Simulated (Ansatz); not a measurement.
Runs of Ansatz 0.2.0 on SiGe. Symmetry: P6_3mc, No. 186, hexagonal system. Conventional cell: a = 3.904 Å, b = 3.904 Å, c = 6.451 Å, α = 90.00°, β = 90.00°, γ = 120.00°. Ge (site symmetry 3m) is surrounded by 4 Si at 2.40 to 2.41 Å. Around Si (site symmetry 3m) lie 4 Ge at 2.40 to 2.41 Å. The cell comes from a database or a generator and needn't be the stable form of this composition.

```tsv
task	level	cell	points for each segment of the path	gap on the mesh (eV)	pressure (GPa)	relaxed volume (Å³/atom)
relaxation of cell and atoms	PBE0	relaxed	-	1.62	0.0	(a)
band structure	HSE06	as given	4	0.98	0.3	-
band structure	PBE0	as given	4	1.62	0.1	-
relaxation of cell and atoms	HSE06	relaxed	-	0.98	0.0	21.37
```

Alike in all rows: potentials or basis Ansatz PAW; no spin polarisation; k mesh 6 × 6 × 4; cutoff (eV) 420; smearing fermi-dirac 0.05 eV.

Q: Estimate the missing entries.

A: (a) 21.32.

Caveats: the PAW data sets come from PBE, with cores solved anew for the run's functional, which leaves a small shift of forces and pressure; the plane-wave basis is chosen anew once the cell has moved, so the energies of steps on either side of that aren't comparable (some runs); the thresholds are loose for stress (some runs).

A k mesh can miss the band edges, and the runs leave out spin-orbit coupling on Ge.
